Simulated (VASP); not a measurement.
Ni: band structure with PBE

Ni:

```
Ni
1.0
     0.00000    1.75767    1.75767
     1.75767    0.00000    1.75767
     1.75767    1.75767    0.00000
Ni
1
Direct
  0.00000 0.00000 0.00000
```

| Item | Value |
| --- | --- |
| Program | VASP 6.6.1 |
| Task | band structure |
| Functional | PBE |
| Potentials or basis | VASP PAW PBE potentials, release 64 (Ni) |
| Cutoff | 350 eV |
| k mesh | 20 × 20 × 20 |
| Occupations | gaussian, width 0.1 eV |
| Spin | collinear spin, ferromagnetic start |
| Starting moments | [0.8] μB |
| Further INCAR settings | ALGO = Normal; EDIFF = 1e-07 |

```yaml
Band_gap_along_the_path: none (metal or under the smearing width)
Net_moment: 0.63 μB per cell
```

Levels at the corners of the path, in eV from the Fermi level:
Spin up:
```tsv
point	band 3	band 4	band 5	band 6	band 7	band 8
Γ	-2.45	-2.45	-1.26	-1.26	23.73	27.60
X	-0.55	-0.48	-0.48	2.44	9.23	14.83
X	-0.55	-0.48	-0.48	2.44	9.23	14.83
W	-3.08	-1.33	-0.48	7.73	7.73	9.97
W	-3.08	-1.33	-0.48	7.73	7.73	9.97
K	-2.12	-1.10	-0.73	5.72	7.28	9.96
K	-2.12	-1.10	-0.73	5.72	7.28	9.96
Γ	-2.45	-2.45	-1.26	-1.26	23.73	27.60
Γ	-2.45	-2.45	-1.26	-1.26	23.73	27.60
L	-2.43	-0.61	-0.61	-0.31	5.66	22.22
L	-2.43	-0.61	-0.61	-0.31	5.66	22.22
U	-2.12	-1.10	-0.73	5.72	7.28	9.96
U	-2.12	-1.10	-0.73	5.72	7.28	9.96
W	-3.08	-1.33	-0.48	7.73	7.73	9.97
W	-3.08	-1.33	-0.48	7.73	7.73	9.97
L	-2.43	-0.61	-0.61	-0.31	5.66	22.22
L	-2.43	-0.61	-0.61	-0.31	5.66	22.22
K	-2.12	-1.10	-0.73	5.72	7.28	9.96
U	-2.12	-1.10	-0.73	5.72	7.28	9.96
X	-0.55	-0.48	-0.48	2.44	9.23	14.83
```
Spin down:
```tsv
point	band 2	band 3	band 4	band 5	band 6	band 7
Γ	-1.69	-1.69	-1.69	-0.68	-0.68	23.57
X	-3.59	0.06	0.39	0.39	2.40	9.47
X	-3.59	0.06	0.39	0.39	2.40	9.47
W	-2.47	-2.47	-0.77	0.39	7.91	7.91
W	-2.47	-2.47	-0.77	0.39	7.91	7.91
K	-3.18	-1.50	-0.52	0.12	5.92	7.46
K	-3.18	-1.50	-0.52	0.12	5.92	7.46
Γ	-1.69	-1.69	-1.69	-0.68	-0.68	23.57
Γ	-1.69	-1.69	-1.69	-0.68	-0.68	23.57
L	-1.81	-1.81	-0.37	0.15	0.15	6.09
L	-1.81	-1.81	-0.37	0.15	0.15	6.09
U	-3.18	-1.50	-0.52	0.12	5.92	7.46
U	-3.18	-1.50	-0.52	0.12	5.92	7.46
W	-2.47	-2.47	-0.77	0.39	7.91	7.91
W	-2.47	-2.47	-0.77	0.39	7.91	7.91
L	-1.81	-1.81	-0.37	0.15	0.15	6.09
L	-1.81	-1.81	-0.37	0.15	0.15	6.09
K	-3.18	-1.50	-0.52	0.12	5.92	7.46
U	-3.18	-1.50	-0.52	0.12	5.92	7.46
X	-3.59	0.06	0.39	0.39	2.40	9.47
```

Wall time 26 s on 1 thread of Intel(R) Xeon(R) Platinum 8488C (Sapphire Rapids), on a shared host, peak memory 0.13 GiB.

Caveat: the log is that of the step along the path at fixed density, whose energy, stress, charges and moments have no meaning.
